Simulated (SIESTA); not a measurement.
Crystal: BaZrO3.

```
Ba Zr O
1.0
     4.19134    0.00000    0.00000
     0.00000    4.19134    0.00000
     0.00000    0.00000    4.19134
Ba Zr O
1 1 3
Direct
  0.00000 0.00000 0.00000
  0.50000 0.50000 0.50000
  0.50000 0.50000 0.00000
  0.50000 0.00000 0.50000
  0.00000 0.50000 0.50000
```

Base run:

- Program: SIESTA 5.4.2
- Functional: BLYP
- Potentials or basis: PseudoDojo 0.4 standard (PBE files)
- Basis: DZP (energy shift 0.003 Ry; two zetas on semicore shells; d shell added on Ba)
- Grid cutoff: 800 Ry
- Energy shift: 0.003 Ry
- k mesh: 6 × 6 × 6
- Occupations: fermi-dirac, width 0.05 eV
- Spin: no spin polarisation

Its results: band gap on the k mesh 3.09 eV, indirect (least direct gap 3.25 eV); pressure 12.6 GPa.

Problem. After a change of settings the same cell gave: band gap on the k mesh 2.99 eV, indirect (least direct gap 3.15 eV); pressure 2.9 GPa. Which change was it?
A. functional from BLYP to PBE
B. functional from BLYP to PBEsol; potentials or basis from PseudoDojo 0.4 standard (PBE files) to PseudoDojo 0.4 standard (PBEsol files)
C. functional from BLYP to LDA; potentials or basis from PseudoDojo 0.4 standard (PBE files) to PseudoDojo 0.4 standard (LDA files)
D. functional from BLYP to vdW-DF-cx

Solution. D.

Caveats: this set's barium file shifts pressures by up to 1 GPa against other sets; the potentials were made for another functional, which shifts forces and pressure; spin-orbit coupling is left out, which moves the levels of the heavy elements; the basis of atomic orbitals isn't converged, which shifts pressures, moduli and gaps.

Not every run made on this cell is shown here.
